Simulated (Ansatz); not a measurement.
A run of Ansatz 0.2.0 is set up as follows.

Contents of input:

```
crystal:
  lattice:
    - [0.0, 3.31059896, 3.31059896]
    - [3.31059896, 0.0, 3.31059896]
    - [3.31059896, 3.31059896, 0.0]
  atoms:
    - { symbol: Ti, position: [0.0, 0.0, 0.0] }
    - { symbol: Te, position: [0.25, 0.25, 0.25] }
hamiltonian:
  xc: hse06
  pseudopotentials: { kind: paw }
kpoints:
  mp_grid: { grid: [4, 4, 4] }
  band_path:
    path:
      - [[0.0, 0.0, 0.0], [0.5, 0.0, 0.5], [0.5, 0.25, 0.75], [0.375, 0.375, 0.75], [0.0, 0.0, 0.0], [0.5, 0.5, 0.5], [0.625, 0.25, 0.625], [0.5, 0.25, 0.75], [0.5, 0.5, 0.5], [0.375, 0.375, 0.75]]
      - [[0.625, 0.25, 0.625], [0.5, 0.0, 0.5]]
    npoints: 4
scf:
  occupations: { method: fermi_dirac, width: 0.05 }
  n_extra_bands: 6
output:
  forces: true
  stress: true
  eigenvalues: true
  fatbands: false
```

Q: Predict the pressure.

A: -7.7 GPa.

Q: What does it give for the band gap on the k mesh?

A: None (metal or under the smearing width).

Levels at the corners of the path, in eV from the Fermi level:
| point | band 12 | band 13 | band 14 | band 15 | band 16 | band 17 |
| --- | --- | --- | --- | --- | --- | --- |
| Γ | -3.90 | -3.90 | 0.55 | 0.55 | 0.89 | 2.30 |
| X | -3.87 | -3.87 | -1.00 | 0.33 | 0.33 | 0.35 |
| W | -4.66 | -3.96 | -1.02 | -0.19 | 0.46 | 0.82 |
| K | -4.48 | -3.82 | -0.95 | 0.14 | 0.21 | 0.91 |
| Γ | -3.90 | -3.90 | 0.55 | 0.55 | 0.89 | 2.30 |
| L | -3.79 | -3.79 | -0.20 | 0.51 | 0.51 | 1.23 |
| U | -4.48 | -3.82 | -0.95 | 0.14 | 0.21 | 0.91 |
| W | -4.66 | -3.96 | -1.02 | -0.19 | 0.46 | 0.82 |
| L | -3.79 | -3.79 | -0.20 | 0.51 | 0.51 | 1.23 |
| K | -4.48 | -3.82 | -0.95 | 0.14 | 0.21 | 0.91 |
| U | -4.48 | -3.82 | -0.95 | 0.14 | 0.21 | 0.91 |
| X | -3.87 | -3.87 | -1.00 | 0.33 | 0.33 | 0.35 |

Caveat: the k mesh is coarse (spacing up to 0.41 Å⁻¹), so the values aren't converged, least of all with exact exchange; spin-orbit coupling is left out, which moves the levels of the heavy elements; the PAW data sets come from PBE, with cores solved anew for the run's functional, which leaves a small shift of forces and pressure; the thresholds are loose for stress.
